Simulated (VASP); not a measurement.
# Te2Pb (Fm-3m) in VASP: a series of runs

One crystal, Te2Pb, is run at these levels: PBE, r2SCAN; tasks: single point.

All numbers are computed with VASP 6.6.1; they aren't measurements. Logs are shortened: lines on timing, memory, paths and dates and some standing lists are left out, and cuts for length are marked.

### 1 Starting point

The structure is cubic, space group Fm-3m (No. 225). Conventional cell: a = 7.593 Å, b = 7.593 Å, c = 7.593 Å, α = 90.00°, β = 90.00°, γ = 90.00°. Pb (site symmetry m-3m) is surrounded by 8 Te at 3.29 Å. Around Te (site symmetry -43m) lie 4 Pb at 3.29 Å.

The cell was built by a generator and needn't be a form met in nature.

### 2 Single point, PBE

File INCAR:

```
ALGO     = Normal         # electronic algorithm
EDIFF    = 1E-6           # SCF threshold, eV
ENCUT    = 520            # plane-wave cutoff, eV
GGA      = PE             # functional
ISIF     = 2              # what is computed and relaxed
ISMEAR   = -1             # smearing method
LASPH    = True           # aspherical terms in the spheres
LCHARG   = False          # write CHGCAR
LREAL    = False          # projectors in reciprocal space
LWAVE    = False          # write WAVECAR
NBANDS   = 20             # bands
NELM     = 100            # most SCF steps
PREC     = Accurate       # precision mode
SIGMA    = 0.02           # smearing width, eV
```

File KPOINTS:

```
k-points
0
Gamma
  6 6 6
```

File POSCAR:

```
Te2Pb
1.0
    0.0000000000      3.7966139176      3.7966139176
    3.7966139176      0.0000000000      3.7966139176
    3.7966139176      3.7966139176      0.0000000000
Pb Te
1 2
Direct
    0.0000000000      0.0000000000      0.0000000000
    0.2500000000      0.2500000000      0.2500000000
    0.7500000000      0.7500000000      0.7500000000
```

Potentials or basis: VASP PAW PBE potentials, release 64 (Pb_d, Te).

On the command line:

```bash
$ cat potpaw_PBE.64/Pb_d/POTCAR potpaw_PBE.64/Te/POTCAR > POTCAR
$ mpirun -np 1 vasp_std > vasp.out
```

OUTCAR:

```text
EDIFF = 1E-6
   ENCUT = 520
   GGA = PE
   ISIF = 2
   ISMEAR = -1
   LASPH = True
   LREAL = False
   NELM = 100
   PREC = Accurate

 ion  position               nearest neighbor table
   1  0.000  0.000  0.000-   3 3.29   3 3.29   3 3.29   2 3.29   3 3.29   2 3.29   2 3.29   2 3.29

   2  0.250  0.250  0.250-   1 3.29   1 3.29   1 3.29   1 3.29
   3  0.750  0.750  0.750-   1 3.29   1 3.29   1 3.29   1 3.29

  LATTYP: Found a face centered cubic cell.
 ALAT       =     7.5932278352

  Lattice vectors:

 A1 = (   0.0000000000,   3.7966139176,   3.7966139176)
 A2 = (   3.7966139176,   0.0000000000,   3.7966139176)
 A3 = (   3.7966139176,   3.7966139176,   0.0000000000)

Analysis of symmetry for initial positions (statically):
=====================================================================
 Subroutine PRICEL returns:
 Original cell was already a primitive cell.

 Routine SETGRP: Setting up the symmetry group for a
 face centered cubic supercell.

 Subroutine GETGRP returns: Found 48 space group operations
 (whereof 48 operations were pure point group operations)
 out of a pool of 48 trial point group operations.

The static configuration has the point symmetry O_h .

Analysis of symmetry for dynamics (positions and initial velocities):
=====================================================================
 Subroutine PRICEL returns:
 Original cell was already a primitive cell.

 Routine SETGRP: Setting up the symmetry group for a
 face centered cubic supercell.

 Subroutine GETGRP returns: Found 48 space group operations
 (whereof 48 operations were pure point group operations)
 out of a pool of 48 trial point group operations.

The dynamic configuration has the point symmetry O_h .

 Subroutine INISYM returns: Found 48 space group operations
 (whereof 48 operations are pure point group operations),
 and found     1 'primitive' translations

----------------------------------------------------------------------------------------

                                     Primitive cell

  volume of cell :     109.4509

  direct lattice vectors                    reciprocal lattice vectors
     0.000000000  3.796613918  3.796613918    -0.131696299  0.131696299  0.131696299
     3.796613918  0.000000000  3.796613918     0.131696299 -0.131696299  0.131696299
     3.796613918  3.796613918  0.000000000     0.131696299  0.131696299 -0.131696299

  length of vectors
     5.369222893  5.369222893  5.369222893     0.228104680  0.228104680  0.228104680

  position of ions in fractional coordinates (direct lattice)
     0.000000000  0.000000000  0.000000000
     0.250000000  0.250000000  0.250000000
     0.750000000  0.750000000  0.750000000

  ion indices of the primitive-cell ions
   primitive index   ion index
                 1           1
                 2           2
                 3           3

----------------------------------------------------------------------------------------

 KPOINTS: k-points

Automatic generation of k-mesh.
 Grid dimensions read from file:
 generate k-points for:    6    6    6

 Generating k-lattice:

  Cartesian coordinates                     Fractional coordinates (reciprocal lattice)
    -0.021949383  0.021949383  0.021949383     0.166666667  0.000000000  0.000000000
     0.021949383 -0.021949383  0.021949383     0.000000000  0.166666667  0.000000000
     0.021949383  0.021949383 -0.021949383     0.000000000  0.000000000  0.166666667

  Length of vectors
     0.038017447  0.038017447  0.038017447

  Shift w.r.t. Gamma in fractional coordinates (k-lattice)
     0.000000000  0.000000000  0.000000000

 Subroutine IBZKPT returns following result:
 ===========================================

 Found     16 irreducible k-points:

 Following reciprocal coordinates:
            Coordinates               Weight
  0.000000  0.000000  0.000000      1.000000
  0.166667  0.000000  0.000000      8.000000
  0.333333  0.000000  0.000000      8.000000
  0.500000  0.000000  0.000000      4.000000
  0.166667  0.166667  0.000000      6.000000
  0.333333  0.166667  0.000000     24.000000
[... 8 lines left out ...]
 -0.333333  0.333333  0.166667     24.000000
 -0.333333  0.500000  0.166667     12.000000
   k-points           NKPTS =     16   k-points in BZ     NKDIM =     16   number of bands    NBANDS=     20
   number of dos      NEDOS =    301   number of ions     NIONS =      3
   total plane-waves  NPLWV =  64000
   dimension x,y,z NGX =    40 NGY =   40 NGZ =   40
   dimension x,y,z NGXF=    80 NGYF=   80 NGZF=   80
   ions per type =               1   2
   NGX,Y,Z   is equivalent  to a cutoff of  12.39, 12.39, 12.39 a.u.
   NGXF,Y,Z  is equivalent  to a cutoff of  24.77, 24.77, 24.77 a.u.
 SYSTEM =  unknown system
   PREC   = accura    normal or accurate (medium, high low for compatibility)
   ISTART =      0    job   : 0-new  1-cont  2-samecut
   ICHARG =      2    charge: 1-file 2-atom 10-const
   ISPIN  =      1    spin polarized calculation?
   LNONCOLLINEAR =      F non collinear calculations
   LSORBIT =      F    spin-orbit coupling
   LASPH  =      T    aspherical Exc in radial PAW
   ENCUT  =  520.0 eV  38.22 Ry    6.18 a.u.   9.98  9.98  9.98*2*pi/ulx,y,z
   NELM   =    100;   NELMIN=  2; NELMDL= -5     # of ELM steps
   EDIFF  = 0.1E-05   stopping-criterion for ELM
   LREAL  =      F    real-space projection
   EDIFFG = 0.1E-04   stopping-criterion for IOM
   NSW    =      0    number of steps for IOM
   IBRION =     -1    ionic relax: 0-MD 1-quasi-New 2-CG
   NFREE  =      0    steps in history (QN), initial steepest desc. (CG)
   ISIF   =      2    stress and relaxation
   ISYM   =      2    0-nonsym 1-usesym 2-fastsym
   POTIM  = 0.5000    time-step for ionic-motion
   TEBEG  =    0.0;   TEEND  =   0.0 temperature during run
   PSTRESS=    0.0 pullay stress
   NELECT =      26.0000    total number of electrons
   NUPDOWN=      -1.0000    fix difference up-down
   EMIN   =  10.00;   EMAX   =-10.00  energy-range for DOS
   EFERMI =   0.00;   METHOD = LEGACY
   ISMEAR =    -1;   SIGMA  =   0.02  broadening in eV -4-tet -1-fermi 0-gaus
   EFERMI_NEDOS =   21; number of points for ismear=-14 and -15
   IALGO  =     38    algorithm
   IMIX   =      4    mixing-type and parameters
     AMIX     =   0.40;   BMIX     =  1.00
     AMIX_MAG =   1.60;   BMIX_MAG =  1.00
  volume/ion in A,a.u.               =      36.48       246.20
  Fermi-wavevector in a.u.,A,eV,Ry     =   1.013895  1.915983 13.986550  1.027982
  Thomas-Fermi vector in A             =   2.147090
   LORBIT       =      0    0 simple, 1 ext, 2 COOP (PROOUT), +10 PAW based schemes
   GGA     = PE    functional components
[... 5 lines left out ...]
 non-spin polarized calculation
  energy-cutoff  :      520.00
  volume of cell :      109.45
 maximum number of plane-waves:      2966
   NGX = 19   NGY = 19   NGZ = 19

 number of electron      26.0000005 magnetization

 Free energy of the ion-electron system (eV)
  ---------------------------------------------------
  ext. energy  EPLUGINS =         0.00000000
  ---------------------------------------------------
  free energy    TOTEN  =        -9.63689211 eV

  energy without entropy =       -9.63575214  energy(sigma->0) =       -9.63632212

 E-fermi :   4.6531     XC(G=0):  -8.8338

 val. band max:        4.6504779693   @ k =   0.3333   0.3333   0.0000
 cond. band min:       4.7742580296   @ k =  -0.3333   0.1667   0.0000
 fundamental gap:      0.1237800603
 Fermi energy:         4.6530613203

 k-point     1 :       0.0000    0.0000    0.0000
  band No.  band energies     occupation
      1     -11.8421      2.00000
      2     -11.8421      2.00000
      3     -11.8421      2.00000
      4     -11.8139      2.00000
      5     -11.8139      2.00000
      6      -7.3221      2.00000
[... 12 lines left out ...]
     19       9.9177      0.00000
     20      10.3165      0.00000

 k-point     2 :       0.1667    0.0000    0.0000
  band No.  band energies     occupation
      1     -11.8449      2.00000
      2     -11.8409      2.00000
      3     -11.8409      2.00000
      4     -11.8139      2.00000
      5     -11.8139      2.00000
      6      -7.1582      2.00000
[... 12 lines left out ...]
     19      10.5111      0.00000
     20      11.0792      0.00000

 k-point     3 :       0.3333    0.0000    0.0000
  band No.  band energies     occupation
      1     -11.8509      2.00000
      2     -11.8387      2.00000
      3     -11.8387      2.00000
      4     -11.8137      2.00000
      5     -11.8137      2.00000
      6      -6.6888      2.00000
[... 12 lines left out ...]
     19      11.7369      0.00000
     20      11.7369      0.00000

 k-point     4 :       0.5000    0.0000    0.0000
  band No.  band energies     occupation
      1     -11.8541      2.00000
      2     -11.8377      2.00000
      3     -11.8377      2.00000
      4     -11.8135      2.00000
      5     -11.8135      2.00000
      6      -6.1102      2.00000
[... 12 lines left out ...]
     19      11.5219      0.00000
     20      11.5219      0.00000

 k-point     5 :       0.1667    0.1667    0.0000
  band No.  band energies     occupation
      1     -11.8471      2.00000
      2     -11.8398      2.00000
      3     -11.8398      2.00000
      4     -11.8145      2.00000
      5     -11.8134      2.00000
      6      -7.1065      2.00000
[... 12 lines left out ...]
     19      10.7347      0.00000
     20      11.5938      0.00000
[... 169 lines left out ...]
      6      -6.0986      2.00000
[... 12 lines left out ...]
     19      11.0755      0.00000
     20      12.2210      0.00000

 k-point    14 :       0.5000    0.3333    0.1667
  band No.  band energies     occupation
      1     -11.8525      2.00000
      2     -11.8406      2.00000
      3     -11.8355      2.00000
      4     -11.8150      2.00000
      5     -11.8129      2.00000
      6      -6.3408      2.00000
[... 12 lines left out ...]
     19      11.6455      0.00000
     20      12.4566      0.00000

 k-point    15 :      -0.3333    0.3333    0.1667
  band No.  band energies     occupation
      1     -11.8493      2.00000
      2     -11.8454      2.00000
      3     -11.8343      2.00000
      4     -11.8148      2.00000
      5     -11.8131      2.00000
      6      -5.8437      2.00000
[... 12 lines left out ...]
     19      12.1563      0.00000
     20      12.6823      0.00000

 k-point    16 :      -0.3333    0.5000    0.1667
  band No.  band energies     occupation
      1     -11.8553      2.00000
      2     -11.8405      2.00000
      3     -11.8329      2.00000
      4     -11.8156      2.00000
      5     -11.8126      2.00000
      6      -5.9207      2.00000
[... 12 lines left out ...]
     19      12.0557      0.00000
     20      12.1840      0.00000

------------------------ aborting loop because EDIFF is reached ----------------------------------------

  FORCE on cell =-STRESS in cart. coord.  units (eV):
  Direction    XX          YY          ZZ          XY          YZ          ZX
  --------------------------------------------------------------------------------------
  -------------------------------------------------------------------------------------
  Total        0.2553415      0.2553415      0.2553415      0.0000000      0.0000000      0.0000000
  in kB        3.7377705      3.7377705      3.7377705      0.0000000      0.0000000      0.0000000
  external PRESSURE =       3.7377705 kB  Pullay stress =       0.0000000 kB

 VOLUME and BASIS-vectors are now :
 -----------------------------------------------------------------------------
  energy-cutoff  :      520.00
  volume of cell :      109.45
      direct lattice vectors                 reciprocal lattice vectors
     0.000000000  3.796613918  3.796613918    -0.131696299  0.131696299  0.131696299
     3.796613918  0.000000000  3.796613918     0.131696299 -0.131696299  0.131696299
     3.796613918  3.796613918  0.000000000     0.131696299  0.131696299 -0.131696299

 POSITION                                       TOTAL-FORCE (eV/Angst)
 -----------------------------------------------------------------------------------
      0.00000      0.00000      0.00000         0.000000      0.000000     -0.000000
      1.89831      1.89831      1.89831        -0.000000     -0.000000     -0.000000
      5.69492      5.69492      5.69492         0.000000      0.000000      0.000000
 -----------------------------------------------------------------------------------
    total drift:                               -0.000000      0.000000      0.000000

  FREE ENERGIE OF THE ION-ELECTRON SYSTEM (eV)
  ---------------------------------------------------
  free  energy   TOTEN  =        -9.6368921050 eV

  energy  without entropy=       -9.6357521393  energy(sigma->0) =       -9.63632212
```

It took 16 s on 1 thread of AMD EPYC 9R45 (Zen 5), shared host; peak memory 0.22 GiB.

What came out:

```
Free energy            : -9.6369 eV
Pressure               : 0.4 GPa
Band gap on the k mesh : none (metal or under the smearing width)
```

Levels at points of the mesh, in eV from the Fermi level:
```
           k point  band 9  band 10  band 11  band 12  band 13  band 14  band 15  band 16  band 17  band 18
(0.00, 0.00, 0.00)   -2.15    -2.15    -2.15    -1.04    -1.04    -1.04     1.89     1.89     1.89     5.26
(0.50, 0.00, 0.00)   -2.49    -2.49    -2.17    -1.44    -1.44     0.29     3.46     3.46     4.69     5.91
(0.50, 0.50, 0.00)   -3.73    -3.73    -1.76     0.60     0.60     1.05     2.35     4.40     4.40     5.40
```

Spin-orbit coupling is left out, which matters for the levels of Pb, Te.

### 3 Single point, r2SCAN

POSCAR is that of step 2.

File INCAR.step1:

```
PREC = Accurate
ENCUT = 520
ISMEAR = -1
SIGMA = 0.02
LREAL = False
LASPH = True
NELM = 100
NBANDS = 20
GGA = PE
ALGO = Normal
EDIFF = 1E-4
LWAVE = True
LCHARG = False
```

File INCAR.step2:

```
PREC = Accurate
ENCUT = 520
EDIFF = 1E-6
ISMEAR = -1
SIGMA = 0.02
LREAL = False
LASPH = True
NELM = 100
ALGO = Normal
ISIF = 2
LWAVE = False
LCHARG = True
METAGGA = R2SCAN
LMIXTAU = True
LELF = True
LVHAR = True
NBANDS = 20
ISTART = 1
```

File KPOINTS:

```
regular mesh
0
Gamma
  6 6 6
```

Potentials or basis: VASP PAW PBE potentials, release 64 (Pb_d, Te).

On the command line:

```bash
$ cat potpaw_PBE.64/Pb_d/POTCAR potpaw_PBE.64/Te/POTCAR > POTCAR
$ cp INCAR.step1 INCAR
$ mpirun -np 1 vasp_std > vasp.out
$ cp INCAR.step2 INCAR
$ mpirun -np 1 vasp_std > vasp.out
```

It took 79 s on 1 thread of AMD EPYC 9R45 (Zen 5), shared host; peak memory 0.24 GiB.

It converged, with:

- Free energy: -106.8896 eV
- Pressure: 0.0 GPa
- Band gap on the k mesh: none (metal or under the smearing width)

Levels at points of the mesh, in eV from the Fermi level:
```csv
k point,band 11,band 12,band 13,band 14,band 15,band 16
"(0.00, 0.00, 0.00)",-2.26,-1.06,-1.06,-1.06,2.11,2.11
"(0.50, 0.00, 0.00)",-2.18,-1.50,-1.50,0.32,3.75,3.75
"(0.50, 0.50, 0.00)",-1.79,0.61,0.61,1.08,2.75,4.72
```

Caveat: the PAW data sets were made with another functional, which shifts forces and pressure a little. Spin-orbit coupling is left out, which matters for the levels of Pb, Te.
